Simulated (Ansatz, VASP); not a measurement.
# One calculation of CdSe (Cadmoselite), two programs

Contents of INCAR:

```
SYSTEM = CdSe
PREC = Accurate
ENCUT = 520
EDIFF = 1E-7
ISMEAR = -1
SIGMA = 0.05
LREAL = .FALSE.
LASPH = .TRUE.
NELM = 60
ALGO = Normal
ISIF = 2
LWAVE = .FALSE.
LCHARG = .FALSE.
GGA = PE
NBANDS = 26
```

KPOINTS

```
Automatic mesh
0
G
  7 7 4
  0 0 0
```

The input POSCAR:

```
CdSe
1.0
    4.3284776511      0.0000000000      0.0000000000
   -2.1642388256      3.7485716056      0.0000000000
    0.0000000000      0.0000000000      7.0664914211
Cd Se
2 2
Direct
    0.6666666667      0.3333333333      0.5000000000
    0.3333333333      0.6666666667      0.0000000000
    0.6666666667      0.3333333333      0.8850000000
    0.3333333333      0.6666666667      0.3850000000
```

File input.yaml:

```yaml
crystal:
  lattice:
    - [4.3284776511, 0.0, 0.0]
    - [-2.1642388256, 3.7485716056, 0.0]
    - [0.0, 0.0, 7.0664914211]
  atoms:
    - { symbol: Cd, position: [0.6666666667, 0.3333333333, 0.5] }
    - { symbol: Cd, position: [0.3333333333, 0.6666666667, 0.0] }
    - { symbol: Se, position: [0.6666666667, 0.3333333333, 0.885] }
    - { symbol: Se, position: [0.3333333333, 0.6666666667, 0.385] }
hamiltonian:
  xc: pbe
  pseudopotentials: { kind: paw }
kpoints:
  mp_grid: { grid: [7, 7, 4] }
scf:
  occupations: { method: fermi_dirac, width: 0.05 }
output:
  forces: true
  stress: true
  eigenvalues: true
```

Change from the starting cell: volume scaled by 1.02.

Alike in both runs: task single point; functional PBE; k mesh 7 × 7 × 4; occupations fermi-dirac, width 0.05 eV; no spin polarisation.

|  | VASP | Ansatz |
| --- | --- | --- |
| version | VASP 6.6.1 | Ansatz 0.2.0 |
| potentials or method | VASP PAW PBE potentials, release 64 (Cd, Se) | Ansatz PAW |
| plane-wave cutoff (eV) | 520 | 420 |
| valence electrons in the cell | 36 | 72 |

|  | VASP | Ansatz | Ansatz less VASP |
| --- | --- | --- | --- |
| gap on the k mesh at the Fermi level (eV) | 0.66 | 0.66 | +0.001 |
| least direct gap on the mesh (eV) | 0.66 | 0.66 | +0.001 |
| pressure (GPa) | 2.2 | 1.9 | -0.29 |
| largest component of the traceless stress (GPa) | 1.24 | 1.19 | -0.050 |
| rms of the force components (eV/Å) | 0.156 | 0.151 | -0.0051 |

Atom by atom the forces differ by 0.005 eV/Å (rms over components). The two sets of potentials don't hold the same shells in valence.

Caveats: odd divisions of the mesh miss points on the zone boundary, where band edges often lie, so the gap on the mesh can be too wide (Ansatz).
